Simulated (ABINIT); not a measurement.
Crystal: CsH.

```
Cs H
1.0
     0.00000    3.18800    3.18800
     3.18800    0.00000    3.18800
     3.18800    3.18800    0.00000
Cs H
1 1
Direct
  0.00000 0.00000 0.00000
  0.50000 0.50000 0.50000
```

| Property | Result |
| --- | --- |
| Program | ABINIT 10.8.3 (patched build) |
| Task | relaxation of cell and atoms |
| Functional | LDA |
| Potentials or basis | PseudoDojo NC SR LDA v0.4.1 standard |
| Cutoff | 1007 eV |
| k mesh | 5 × 5 × 5 |
| Occupations | fermi-dirac, width 0.05 eV |
| Spin | no spin polarisation |

At the start: pressure -1.3 GPa; volume 32.40 Å³/atom.

Task: Where does the relaxation end?

Result: Over 5 steps the energy falls by 18.2 meV/atom and the volume is 28.27 Å³/atom (-12.8 %); space group Fm-3m (No. 225, to 0.05 Å).

The path:
| step | energy change (eV) | largest force (eV/Å) | pressure (GPa) | volume (Å³) |
| --- | --- | --- | --- | --- |
| 1 | 0.0000 | 0.0000 | -1.27 | 64.80 |
| 2 | -0.0020 | 0.0000 | -1.24 | 64.55 |
| 3 | -0.0354 | 0.0000 | 0.27 | 55.31 |
| 4 | -0.0364 | 0.0000 | -0.04 | 56.71 |
| 5 | -0.0364 | 0.0000 | 0.00 | 56.54 |

Final structure:
```
CELL_PARAMETERS angstrom
0.00000 3.04627 3.04627
3.04627 0.00000 3.04627
3.04627 3.04627 0.00000
ATOMIC_POSITIONS crystal
Cs 0.00000 0.00000 0.00000
H 0.50000 0.50000 0.50000
```

Caveat: the volume moved by -13 % from the deposited cell, more than functionals usually miss.
